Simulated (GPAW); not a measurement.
Runs of GPAW 26.7.0 on NaI. It takes space group Fm-3m (No. 225, cubic). Conventional cell: a = 6.473 Å, b = 6.473 Å, c = 6.473 Å, α = 90.00°, β = 90.00°, γ = 90.00°. Around I (site symmetry m-3m) lie 6 Na at 3.24 Å. Around Na (site symmetry m-3m) lie 6 I at 3.24 Å. 

| task | level | potentials or basis | k mesh | cutoff (eV) | smearing | response ecut | frequency | extrapolate | qp bands | integrate gamma | mesh quality | gap on the mesh (eV) | V0 of scaled cells (Å³/atom) | B0 (GPa) |
| --- | --- | --- | --- | --- | --- | --- | --- | --- | --- | --- | --- | --- | --- | --- |
| equation of state | PBEsol | PAW data sets generated in the run's folder for this functional, pw | 7 × 7 × 7 | 800 | fermi-dirac 0.05 eV | - | - | - | - | - | not flagged | - | (a) | 17 |
| equation of state | PBE | PAW data sets generated in the run's folder for this functional, pw | 6 × 6 × 6 | 800 | fermi-dirac 0.05 eV | - | - | - | - | - | not flagged | - | 34.84 | 15 |
| equation of state | PBE+D4 | GPAW PAW data sets (gpaw-data 1.2.1), pw | 6 × 6 × 6 | 800 | fermi-dirac 0.05 eV | - | - | - | - | - | not flagged | - | 32.94 | 18 |
| equation of state | optPBE-vdW | GPAW PAW data sets (gpaw-data 1.2.1), pw | 6 × 6 × 6 | 800 | fermi-dirac 0.05 eV | - | - | - | - | - | not flagged | - | 34.84 | 16 |
| single point | TB-mBJ | GPAW PAW data sets for LDA (gpaw-data 1.2.1), pw | 6 × 6 × 6 | 800 | fermi-dirac 0.05 eV | - | - | - | - | - | not flagged | 5.44 | - | - |
| single point | PBEsol | PAW data sets generated in the run's folder for this functional, pw | 7 × 7 × 7 | 800 | fermi-dirac 0.05 eV | - | - | - | - | - | not flagged | (c) | - | - |
| equation of state | PBE | JTH PAW 2.0, PBE, pw | 6 × 6 × 6 | 800 | fermi-dirac 0.05 eV | - | - | - | - | - | not flagged | - | (b) | 15 |

Alike in all rows: no spin polarisation; cell as given.

Question: Fill in the values left out.

Answer: (a) 32.86; (b) 34.97; (c) 3.52.

Caveats: the PAW data sets were made with another functional, which shifts forces and pressure a little (some runs); spin-orbit coupling is left out, which moves the levels of the heavy elements (some runs); a model potential gives levels but no total energy (some runs); an odd mesh through Γ misses points on the zone boundary, where band edges often lie (some runs); the program truncates these outside data sets (some runs).

A k mesh can miss the band edges, and the runs leave out spin-orbit coupling on I.

Not every run made on this cell is shown here.
